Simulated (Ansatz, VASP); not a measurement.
**Two plane-wave programs on BN**

INCAR

```
SYSTEM = BN
ALGO = Normal
EDIFF = 1E-7
ENCUT = 520
GGA = PE
ISIF = 2
ISMEAR = 0
LASPH = .TRUE.
LCHARG = .TRUE.
LELF = .TRUE.
LREAL = .FALSE.
LVHAR = .TRUE.
LWAVE = .FALSE.
NBANDS = 11
NELM = 100
PREC = Accurate
SIGMA = 0.05
```

KPOINTS

```
k-points
0
G
  12 12 12
  0 0 0
```

File POSCAR:

```
BN
1.0
    0.0000000000      1.8130010000      1.8130010000
    1.8130010000      0.0000000000      1.8130010000
    1.8130010000      1.8130010000      0.0000000000
B N
1 1
Direct
    0.0000000000      0.0000000000      0.0000000000
    0.7738837542      0.7420387486      0.7420387486
```

Input for Ansatz:

```yaml
crystal:
  lattice:
    - [0.0, 1.813001, 1.813001]
    - [1.813001, 0.0, 1.813001]
    - [1.813001, 1.813001, 0.0]
  atoms:
    - { symbol: B, position: [0.0, 0.0, 0.0] }
    - { symbol: "N", position: [0.7738837542, 0.7420387486, 0.7420387486] }
basis:
  ecutwfc: 420
kpoints:
  mp_grid: { grid: [12, 12, 12] }
hamiltonian:
  xc: pbe
scf:
  occupations: { method: gaussian, width: 0.05 }
output:
  forces: true
  stress: true
  eigenvalues: true
```

Change from the starting cell: all N atoms moved -0.050 Å, as atom 2 towards its neighbour atom 1 (B) at 1.570 Å.

Alike in both runs: task single point; functional PBE; k mesh 12 × 12 × 12; occupations gaussian, width 0.05 eV; no spin polarisation.

```csv
,VASP,Ansatz
version,VASP 6.6.1,Ansatz 0.2.0
potentials or method,"VASP PAW PBE potentials, release 64 (B, N)","scalar-relativistic, plane waves, PAW"
plane-wave cutoff (eV),520,420
valence electrons in the cell,8,8
```

Ansatz gave:

| Item | Value |
| --- | --- |
| gap on the k mesh at the Fermi level (eV) | 3.96 |
| least direct gap on the mesh (eV) | 7.93 |
| pressure (GPa) | 0.3 |
| largest component of the traceless stress (GPa) | 0.02 |
| rms of the force components (eV/Å) | 0.603 |

Q: Which values does VASP return?

A: gap on the k mesh at the Fermi level (eV): 3.95; least direct gap on the mesh (eV): 7.93; pressure (GPa): 0.5; largest component of the traceless stress (GPa): 0.06; rms of the force components (eV/Å): 0.606.

Atom by atom the forces differ by 0.004 eV/Å (rms over components). With one functional, cell and mesh, what is left measures potentials, basis and numerics.

Caveats: forces of over 1 eV/Å show positions far from the minimum, so gaps and moduli don't describe the material at rest. A k mesh can miss the band edges.
